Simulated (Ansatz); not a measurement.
**SiC (Moissanite) under changes of volume**

One of the cells (10.341 Å³/atom); the others are scaled copies at fixed shape and fractional positions:

```
Si C
1.0
     3.07600    0.00000    0.00000
    -1.53800    2.66389    0.00000
     0.00000    0.00000    5.04800
Si C
2 2
Direct
  0.66667 0.33333 0.50000
  0.33333 0.66667 0.00000
  0.66667 0.33333 0.88500
  0.33333 0.66667 0.38500
```

| Item | Value |
| --- | --- |
| Program | Ansatz 0.2.0 |
| Functional | LDA |
| Potentials or basis | all-electron LAPW, scalar-relativistic |
| Cutoff | 327 eV (chosen from the basis error) |
| Basis error allowed | 0.002 eV/atom |
| k mesh | 10 × 10 × 5 |
| Occupations | fermi-dirac, width 0.05 eV |
| Spin | no spin polarisation |

```csv
volume (Å³/atom),energy over the lowest point (meV/atom),pressure (GPa),gap on the mesh (eV),largest force (eV/Å)
9.721,14.36,11.0,2.27,0.836
9.927,?,?,?,?
10.134,0.00,0.5,2.34,0.765
10.341,2.30,-4.0,2.37,0.733
10.548,10.13,-8.1,2.40,0.703
10.755,22.97,-11.7,2.42,0.674
10.961,40.34,-15.1,2.39,0.646
```

Question: What does the run at 9.927 Å³/atom give?

Answer: Energy over the lowest point 3.81 meV/atom; pressure 5.5 GPa; gap on the mesh 2.30 eV; largest force 0.800 eV/Å.

Worked out: A Birch-Murnaghan fit of order 3 (a polynomial in V^(-2/3)) to the other rows has its minimum at 10.16 Å³/atom with B0 = V·E''(V) = 230 GPa and B' = 3.8 at fixed shape and positions, which overstates the stiffness. It gives 3.85 meV/atom at 9.927 Å³/atom, against the run's 3.81, and -dE/dV = 5.5 GPa, against 5.5. A parabola through the other rows of the gap, of slope 2.01 eV per unit of ln V there, gives 2.31 eV, against the run's 2.30.

Energies are extrapolated to zero smearing.

Caveats: an odd mesh through Γ misses points on the zone boundary, where band edges often lie.
